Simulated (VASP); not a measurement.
# WC (P-6m2) in VASP: further runs

One crystal, WC, is run at these levels: PBE+D3(BJ); tasks: relaxation of cell and atoms, electrostatic potential.

Program: VASP 6.6.1. These are calculated values, not measurements. Logs are shortened: lines on timing, memory, paths and dates and some standing lists are left out, and cuts for length are marked.

## 1. The crystal as given

Symmetry: P-6m2, No. 187, hexagonal system. The conventional cell has a = 2.900 Å, b = 2.900 Å, c = 2.830 Å, α = 90.00°, β = 90.00°, γ = 120.00°. W (site symmetry -6m2) has 6 C at 2.19 Å as nearest neighbours. Around C (site symmetry -6m2) lie 6 W at 2.19 Å.

The cell was built by a generator and needn't be a form met in nature.

## 2. Relaxation of cell and atoms, PBE+D3(BJ)

INCAR reads:

```
ALGO = Normal
EDIFF = 1E-6
EDIFFG = -0.005
ENCUT = 600
GGA = PE
IBRION = 2
ISIF = 3
ISMEAR = 1
IVDW = 12
LASPH = True
LCHARG = False
LREAL = False
LWAVE = False
NELM = 120
NSW = 40
PREC = Accurate
SIGMA = 0.1
```

KPOINTS reads:

```
k-points
0
Gamma
  16 16 14
```

POSCAR reads:

```
WC
1.0
    2.9000000000      0.0000000000      0.0000000000
   -1.4500000000      2.5114736700      0.0000000000
    0.0000000000      0.0000000000      2.8300000000
W C
1 1
Direct
    0.0000000000      0.0000000000      0.0000000000
    0.3333333300      0.6666666700      0.5000000000
```

Potentials or basis: VASP PAW PBE potentials, release 64 (W_sv, C).

The run is started by

```bash
$ cat potpaw_PBE.64/W_sv/POTCAR potpaw_PBE.64/C/POTCAR > POTCAR
$ mpirun -np 1 vasp_std > vasp.out
```

OUTCAR:

```text
EDIFF = 1E-6
   EDIFFG = -0.005
   ENCUT = 600
   GGA = PE
   IBRION = 2
   ISIF = 3
   ISMEAR = 1
   IVDW = 12
   LASPH = True
   LREAL = False
   NELM = 120
   NSW = 40
   PREC = Accurate
 IVDW          = 12

 ion  position               nearest neighbor table
   1  0.000  0.000  0.000-   2 2.19   2 2.19   2 2.19   2 2.19   2 2.19   2 2.19
   2  0.333  0.667  0.500-   1 2.19   1 2.19   1 2.19   1 2.19   1 2.19   1 2.19

  LATTYP: Found a hexagonal cell.
 ALAT       =     2.9000000000
 C/A-ratio  =     0.9758620690

  Lattice vectors:

 A1 = (   2.9000000000,   0.0000000000,   0.0000000000)
 A2 = (  -1.4500000000,   2.5114736700,   0.0000000000)
 A3 = (   0.0000000000,   0.0000000000,   2.8300000000)

Analysis of symmetry for initial positions (statically):
=====================================================================
 Subroutine PRICEL returns:
 Original cell was already a primitive cell.

 Routine SETGRP: Setting up the symmetry group for a
 hexagonal supercell.

 Subroutine GETGRP returns: Found 12 space group operations
 (whereof 12 operations were pure point group operations)
 out of a pool of 24 trial point group operations.

The static configuration has the point symmetry D_3h.

Analysis of symmetry for dynamics (positions and initial velocities):
=====================================================================
 Subroutine PRICEL returns:
 Original cell was already a primitive cell.

 Routine SETGRP: Setting up the symmetry group for a
 hexagonal supercell.

 Subroutine GETGRP returns: Found 12 space group operations
 (whereof 12 operations were pure point group operations)
 out of a pool of 24 trial point group operations.

The dynamic configuration has the point symmetry D_3h.

 Subroutine INISYM returns: Found 12 space group operations
 (whereof 12 operations are pure point group operations),
 and found     1 'primitive' translations

----------------------------------------------------------------------------------------

                                     Primitive cell

  volume of cell :      20.6117

  direct lattice vectors                    reciprocal lattice vectors
     2.900000000  0.000000000  0.000000000     0.344827586  0.199086300  0.000000000
    -1.450000000  2.511473670  0.000000000     0.000000000  0.398172600  0.000000000
     0.000000000  0.000000000  2.830000000     0.000000000  0.000000000  0.353356890

  length of vectors
     2.900000000  2.899999999  2.830000000     0.398172599  0.398172600  0.353356890

  position of ions in fractional coordinates (direct lattice)
     0.000000000  0.000000000  0.000000000
     0.333333330  0.666666670  0.500000000
[... 76 lines left out ...]
   NELM   =    120;   NELMIN=  2; NELMDL= -5     # of ELM steps
   EDIFF  = 0.1E-05   stopping-criterion for ELM
   LREAL  =      F    real-space projection
   EDIFFG = -.5E-02   stopping-criterion for IOM
   NSW    =     40    number of steps for IOM
   IBRION =      2    ionic relax: 0-MD 1-quasi-New 2-CG
   NFREE  =      1    steps in history (QN), initial steepest desc. (CG)
   ISIF   =      3    stress and relaxation
   ISYM   =      2    0-nonsym 1-usesym 2-fastsym
   POTIM  = 0.5000    time-step for ionic-motion
   TEBEG  =    0.0;   TEEND  =   0.0 temperature during run
   PSTRESS=    0.0 pullay stress
   NELECT =      18.0000    total number of electrons
   NUPDOWN=      -1.0000    fix difference up-down
   EMIN   =  10.00;   EMAX   =-10.00  energy-range for DOS
   EFERMI =   0.00;   METHOD = LEGACY
   ISMEAR =     1;   SIGMA  =   0.10  broadening in eV -4-tet -1-fermi 0-gaus
   EFERMI_NEDOS =   21; number of points for ismear=-14 and -15
   IALGO  =     38    algorithm
   IMIX   =      4    mixing-type and parameters
     AMIX     =   0.40;   BMIX     =  1.00
     AMIX_MAG =   1.60;   BMIX_MAG =  1.00
  volume/ion in A,a.u.               =      10.31        69.55
  Fermi-wavevector in a.u.,A,eV,Ry     =   1.564809  2.957060 33.315592  2.448627
  Thomas-Fermi vector in A             =   2.667378
   LORBIT       =      0    0 simple, 1 ext, 2 COOP (PROOUT), +10 PAW based schemes
   GGA     = PE    functional components
   LHFCALC =     F    Hartree Fock is set to
   AEXX    =    0.0000 exact exchange contribution
   IVDW    =    12    specifies the selected vdW correction
   LEPSILON=     F    determine dielectric tensor
   LRPA    =     F    only Hartree local field effects (RPA)
 conjugate gradient relaxation of ions
 non-spin polarized calculation
 Methfessel and Paxton  Order N= 1 SIGMA  =   0.10
  energy-cutoff  :      600.00
  volume of cell :       20.61
 maximum number of plane-waves:       701
 NGX is ok and might be reduce to    24
   NGX = 11   NGY = 11   NGZ = 11

--------------------------------------- Ionic step        1  -------------------------------------------

 number of electron      18.0000001 magnetization

 Free energy of the ion-electron system (eV)
  ---------------------------------------------------
  ext. energy  EPLUGINS =         0.00000000
  ---------------------------------------------------
  free energy    TOTEN  =       -22.43545738 eV

  energy without entropy =      -22.43531296  energy(sigma->0) =      -22.43540924

------------------------ aborting loop because EDIFF is reached ----------------------------------------

 Edisp (eV)   -0.93014

 E8    (eV) :    -0.4265
[... 71 lines left out ...]
--------------------------------------- Ionic step        3  -------------------------------------------

 number of electron      18.0000000 magnetization

 Free energy of the ion-electron system (eV)
  ---------------------------------------------------
  ext. energy  EPLUGINS =         0.00000000
  ---------------------------------------------------
  free energy    TOTEN  =       -22.44069398 eV

  energy without entropy =      -22.44051595  energy(sigma->0) =      -22.44063464

 E-fermi :  11.0593     XC(G=0): -13.8106

 val. band max:       11.0459290693   @ k =   0.0625   0.0625   0.3571
 cond. band min:      11.0781990266   @ k =   0.4375   0.0625   0.4286
 fundamental gap:      0.0322699573
 Fermi energy:        11.0592655935

 k-point     1 :       0.0000    0.0000    0.0000
  band No.  band energies     occupation
      1     -62.8910      2.00000
      2     -26.8709      2.00000
      3     -26.7695      2.00000
      4     -26.7695      2.00000
      5      -3.3583      2.00000
      6       6.7836      2.00000
      7       7.7687      2.00000
      8       7.7687      2.00000
      9      11.1911     -0.06856
     10      14.3521      0.00000
     11      14.3521      0.00000
     12      16.7408      0.00000
     13      16.7408      0.00000
[... 354 lines left out ...]
  band No.  band energies     occupation
      1     -62.8389      2.00000
      2     -27.4070      2.00000
      3     -27.0391      2.00000
      4     -26.7716      2.00000
      5      -0.4711      2.00000
      6       4.6779      2.00000
      7       7.7723      2.00000
      8       7.9172      2.00000
      9      10.0720      2.00000
     10      12.7453     -0.00000
     11      13.8101      0.00000
     12      16.1504      0.00000
     13      18.8887      0.00000

 [... further k-points ...]

------------------------ aborting loop because EDIFF is reached ----------------------------------------

 Edisp (eV)   -0.92552

 E8    (eV) :    -0.4243
[... 25 lines left out ...]
  FREE ENERGIE OF THE ION-ELECTRON SYSTEM (eV)
  ---------------------------------------------------
  free  energy   TOTEN  =       -23.3662111292 eV

  energy  without entropy=      -23.3660330954  energy(sigma->0) =      -23.36615178

 reached required accuracy - stopping structural energy minimisation
```

CONTCAR:

```text
WC
   1.00000000000000
     2.9042550444240072    0.0000000000000000    0.0000000000000000
    -1.4521275222120036    2.5151586465611304   -0.0000000000000000
     0.0000000000000000    0.0000000000000000    2.8353772665755823
  W               C
     1     1
Direct
     0.0000000000000000    0.0000000000000000    0.0000000000000000
     0.3333333300000021    0.6666666699999979    0.5000000000000000

  0.00000000E+00  0.00000000E+00  0.00000000E+00
  0.00000000E+00  0.00000000E+00  0.00000000E+00
```

Wall time 38 s (1 thread of Intel Xeon 6975P-C (Granite Rapids), shared host); peak memory 0.23 GiB.

What came out:

```
Free energy                            : -23.3662 eV
Relaxed volume                         : 10.36 Å³/atom
Relaxed cell                           : a = 2.904 Å, b = 2.904 Å, c = 2.835 Å, α = 90.00°, β = 90.00°, γ = 120.00°
Space group after relaxing (to 0.05 Å) : P-6m2 (No. 187)
Energy gained by relaxing              : 0.3 meV/atom
Ionic steps                            : 3
Pressure after relaxing                : 0.0 GPa
Band gap on the k mesh                 : none (metal or under the smearing width)
Dispersion energy per atom             : -0.463 eV
```

The path:
| step | energy change (eV) | largest force (eV/Å) | pressure (GPa) | volume (Å³) |
| --- | --- | --- | --- | --- |
| 1 | 0.0000 | 0.0000 | 1.98 | 20.61 |
| 2 | 0.0042 | 0.0000 | -5.32 | 20.99 |
| 3 | -0.0006 | 0.0000 | 0.01 | 20.71 |

Final structure:
```
W C
1.0
     2.90426    0.00000    0.00000
    -1.45213    2.51516    0.00000
     0.00000    0.00000    2.83538
W C
1 1
Direct
  0.00000 0.00000 0.00000
  0.33333 0.66667 0.50000
```

Levels at points of the mesh, in eV from the Fermi level:
```tsv
k point	band 6	band 7	band 8	band 9	band 10	band 11	band 12	band 13
(0.00, 0.00, 0.00)	-4.28	-3.29	-3.29	0.13	3.29	3.29	5.68	5.68
(0.50, 0.00, 0.00)	-6.99	-3.58	-3.53	-0.42	2.40	4.59	4.95	6.92
(0.00, 0.00, 0.50)	-8.62	-1.97	-1.97	-0.54	-0.54	3.72	4.58	4.58
(0.50, 0.00, 0.50)	-6.42	-4.27	-4.15	0.33	4.49	5.37	6.70	9.25
```

Caveat: pairwise dispersion overbinds metals, which lowers pressure and volume.

(Continued in part 2 of 2.)
